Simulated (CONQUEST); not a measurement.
Set up this calculation in CONQUEST 1.3, as the native input.

```
Task                : single point
Functional          : PBE
Potentials or basis : PseudoDojo NC PBE, DZP, grid cutoff 120 Ha
k mesh              : 6 × 6 × 4
Occupations         : fermi-dirac, width 0.05 eV
Spin                : no spin polarisation
Solver              : diagonalisation
SCF tolerance       : 1e-06
```

CdTe:

```
Te Cd
1.0
     4.53255    0.00000    0.00000
     0.00000    4.53255    0.00000
     0.00000    0.00000    6.41000
Te Cd
2 2
Direct
  0.00000 0.50000 0.25000
  0.50000 0.00000 0.75000
  0.00000 0.00000 0.00000
  0.50000 0.50000 0.50000
```

One way to write it, as run:

Conquest_input

```
IO.Title CdTe
IO.Coordinates coords.dat
IO.FractionalAtomicCoords T
IO.Iprint 2
IO.Iprint_init 1
General.NumberOfSpecies 2
General.PseudopotentialType hamann
AtomMove.TypeOfRun static
AtomMove.FullStress T
Grid.GridCutoff 120
DM.SolutionMethod diagon
Diag.MPMesh T
Diag.GammaCentred T
Diag.MPMeshX 6
Diag.MPMeshY 6
Diag.MPMeshZ 4
Diag.kT 0.00183747
minE.SCTolerance 1e-6
SC.MaxIters 100
IO.AtomChargeOutput T
%block ChemicalSpeciesLabel
1 127.600 Te
2 112.410 Cd
%endblock
```

coords.dat

```
    8.5652865876     0.0000000000     0.0000000000
    0.0000000000     8.5652865876     0.0000000000
    0.0000000000     0.0000000000    12.1131444589
4
  0.0000000000   0.5000000000   0.2500000000 1 T T T
  0.5000000000   0.0000000000   0.7500000000 1 T T T
  0.0000000000   0.0000000000   0.0000000000 2 T T T
  0.5000000000   0.5000000000   0.5000000000 2 T T T
```

Potentials or basis: PseudoDojo NC PBE, DZP, grid cutoff 120 Ha.

Command:

```console
$ Conquest
```

It gave:

| Quantity | Value |
| --- | --- |
| Pressure | 4.8 GPa |
| Band gap on the k mesh | 1.08 eV |
| Mulliken charges | Te -0.25; Cd +0.25 e |

Caveat: Mulliken charges move with the basis; spin-orbit coupling is left out, which moves the levels of the heavy elements; the basis of atomic orbitals isn't converged, which shifts pressures, moduli and gaps.

Run time: 40 s on 1 thread of Intel(R) Xeon(R) Platinum 8375C CPU @ 2.90GHz (Ice Lake), with other jobs on the host, peak memory 0.71 GiB.
